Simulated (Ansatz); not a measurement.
# HfO2: the cost of one run

Method: DFT PBE, scalar-relativistic, plane waves, PAW, in Ansatz 0.2.0.

### Step 1. The system as given

Symmetry: Pca2_1, No. 29, orthorhombic system. The conventional cell has a = 5.219 Å, b = 5.005 Å, c = 5.033 Å, α = 90.00°, β = 90.00°, γ = 90.00°. Hf (site symmetry 1) is surrounded by 7 O at 2.02 to 2.23 Å. O (site symmetry 1) has 3 Hf at 2.02 to 2.13 Å in its first shell of neighbours. O (site symmetry 1) is surrounded by 4 Hf at 2.11 to 2.23 Å.

Coordinates:

```cif
data_structure
_symmetry_space_group_name_H-M 'P 1'
_symmetry_Int_Tables_number 1
_cell_length_a 8.8101
_cell_length_b 8.8101
_cell_length_c 8.8101
_cell_angle_alpha 107.339
_cell_angle_beta 110.769
_cell_angle_gamma 110.327
_cell_volume 525.86
loop_
_atom_site_label
_atom_site_type_symbol
_atom_site_fract_x
_atom_site_fract_y
_atom_site_fract_z
_atom_site_occupancy
Hf1 Hf 0.25446 0.13722 0.15024 1
Hf2 Hf 0.75446 0.63722 0.15024 1
Hf3 Hf 0.75446 0.13722 0.65024 1
Hf4 Hf 0.25446 0.63722 0.65024 1
Hf5 Hf 0.00446 0.10422 0.36724 1
Hf6 Hf 0.50446 0.60422 0.36724 1
Hf7 Hf 0.50446 0.10422 0.86724 1
Hf8 Hf 0.00446 0.60422 0.86724 1
Hf9 Hf 0.98698 0.38722 0.13276 1
Hf10 Hf 0.48698 0.88722 0.13276 1
Hf11 Hf 0.48698 0.38722 0.63276 1
Hf12 Hf 0.98698 0.88722 0.63276 1
Hf13 Hf 0.73698 0.35422 0.34976 1
Hf14 Hf 0.23698 0.85422 0.34976 1
Hf15 Hf 0.23698 0.35422 0.84976 1
Hf16 Hf 0.73698 0.85422 0.84976 1
O1 O 0.22531 0.37357 0.21961 1
O2 O 0.72531 0.87357 0.21961 1
O3 O 0.72531 0.37357 0.71961 1
O4 O 0.22531 0.87357 0.71961 1
O5 O 0.97531 0.00570 0.10174 1
O6 O 0.47531 0.50570 0.10174 1
O7 O 0.47531 0.00570 0.60174 1
O8 O 0.97531 0.50570 0.60174 1
O9 O 0.47620 0.11312 0.09703 1
O10 O 0.97620 0.61312 0.09703 1
O11 O 0.97620 0.11312 0.59703 1
O12 O 0.47620 0.61312 0.59703 1
O13 O 0.72620 0.37917 0.11308 1
O14 O 0.22620 0.87917 0.11308 1
O15 O 0.22620 0.37917 0.61308 1
O16 O 0.72620 0.87917 0.61308 1
O17 O 0.26609 0.12917 0.40297 1
O18 O 0.76609 0.62917 0.40297 1
O19 O 0.76609 0.12917 0.90297 1
O20 O 0.26609 0.62917 0.90297 1
O21 O 0.51609 0.36312 0.38692 1
O22 O 0.01609 0.86312 0.38692 1
O23 O 0.01609 0.36312 0.88692 1
O24 O 0.51609 0.86312 0.88692 1
O25 O 0.65396 0.12357 0.39826 1
O26 O 0.15396 0.62357 0.39826 1
O27 O 0.15396 0.12357 0.89826 1
O28 O 0.65396 0.62357 0.89826 1
O29 O 0.90396 0.25570 0.28039 1
O30 O 0.40396 0.75570 0.28039 1
O31 O 0.40396 0.25570 0.78039 1
O32 O 0.90396 0.75570 0.78039 1
```

The runs take a perfect supercell of 48 atoms; the defect goes to fractional position (0.225, 0.374, 0.220).

### Step 2. The perfect supercell

input.yaml reads:

```yaml
crystal:
  lattice:
    - [-5.219463, 5.004764, 5.032685]
    - [5.219463, -5.004764, 5.032685]
    - [5.219463, 5.004764, -5.032685]
  atoms:
    - { symbol: Hf, position: [0.25446, 0.137223, 0.150243] }
    - { symbol: Hf, position: [0.75446, 0.637223, 0.150243] }
    - { symbol: Hf, position: [0.75446, 0.137223, 0.650243] }
    - { symbol: Hf, position: [0.25446, 0.637223, 0.650243] }
    - { symbol: Hf, position: [0.00446, 0.104217, 0.367237] }
    - { symbol: Hf, position: [0.50446, 0.604217, 0.367237] }
    - { symbol: Hf, position: [0.50446, 0.104217, 0.867237] }
    - { symbol: Hf, position: [0.00446, 0.604217, 0.867237] }
    - { symbol: Hf, position: [0.986981, 0.387223, 0.132763] }
    - { symbol: Hf, position: [0.486981, 0.887223, 0.132763] }
    - { symbol: Hf, position: [0.486981, 0.387223, 0.632763] }
    - { symbol: Hf, position: [0.986981, 0.887223, 0.632763] }
    - { symbol: Hf, position: [0.736981, 0.354217, 0.349757] }
    - { symbol: Hf, position: [0.236981, 0.854217, 0.349757] }
    - { symbol: Hf, position: [0.236981, 0.354217, 0.849757] }
    - { symbol: Hf, position: [0.736981, 0.854217, 0.849757] }
    - { symbol: O, position: [0.225311, 0.37357, 0.219614] }
    - { symbol: O, position: [0.725311, 0.87357, 0.219614] }
    - { symbol: O, position: [0.725311, 0.37357, 0.719614] }
    - { symbol: O, position: [0.225311, 0.87357, 0.719614] }
    - { symbol: O, position: [0.975311, 0.005697, 0.101741] }
    - { symbol: O, position: [0.475311, 0.505697, 0.101741] }
    - { symbol: O, position: [0.475311, 0.005697, 0.601741] }
    - { symbol: O, position: [0.975311, 0.505697, 0.601741] }
    - { symbol: O, position: [0.476205, 0.11312, 0.097033] }
    - { symbol: O, position: [0.976205, 0.61312, 0.097033] }
    - { symbol: O, position: [0.976205, 0.11312, 0.597033] }
    - { symbol: O, position: [0.476205, 0.61312, 0.597033] }
    - { symbol: O, position: [0.726205, 0.379172, 0.113084] }
    - { symbol: O, position: [0.226205, 0.879172, 0.113084] }
    - { symbol: O, position: [0.226205, 0.379172, 0.613084] }
    - { symbol: O, position: [0.726205, 0.879172, 0.613084] }
    - { symbol: O, position: [0.266088, 0.129172, 0.402967] }
    - { symbol: O, position: [0.766088, 0.629172, 0.402967] }
    - { symbol: O, position: [0.766088, 0.129172, 0.902967] }
    - { symbol: O, position: [0.266088, 0.629172, 0.902967] }
    - { symbol: O, position: [0.516088, 0.36312, 0.386916] }
    - { symbol: O, position: [0.016088, 0.86312, 0.386916] }
    - { symbol: O, position: [0.016088, 0.36312, 0.886916] }
    - { symbol: O, position: [0.516088, 0.86312, 0.886916] }
    - { symbol: O, position: [0.653956, 0.12357, 0.398259] }
    - { symbol: O, position: [0.153956, 0.62357, 0.398259] }
    - { symbol: O, position: [0.153956, 0.12357, 0.898259] }
    - { symbol: O, position: [0.653956, 0.62357, 0.898259] }
    - { symbol: O, position: [0.903956, 0.255697, 0.280386] }
    - { symbol: O, position: [0.403956, 0.755697, 0.280386] }
    - { symbol: O, position: [0.403956, 0.255697, 0.780386] }
    - { symbol: O, position: [0.903956, 0.755697, 0.780386] }
basis:
  ecutwfc: 420
  fft_grid_basis: typed
kpoints:
  mp_grid: { grid: [2, 2, 2] }
hamiltonian:
  xc: pbe
  pseudopotentials: { kind: paw }
scf:
  occupations: { method: gaussian, width: 0.05 }
output:
  forces: true
  stress: false
  eigenvalues: true
  bader: false
  write_density: true
  volumetric_format: npy
```

Started as:

```console
ansatz run input.yaml --threads 4 --pin off --max-ram 10240MiB --backend cpu --events-out ev --progress --plain --runs-dir out
```

Q: Estimate wall time and peak memory on 4 threads of Arm Neoverse N1, shared host.

About 42 s, with a peak of 3.6 GiB.
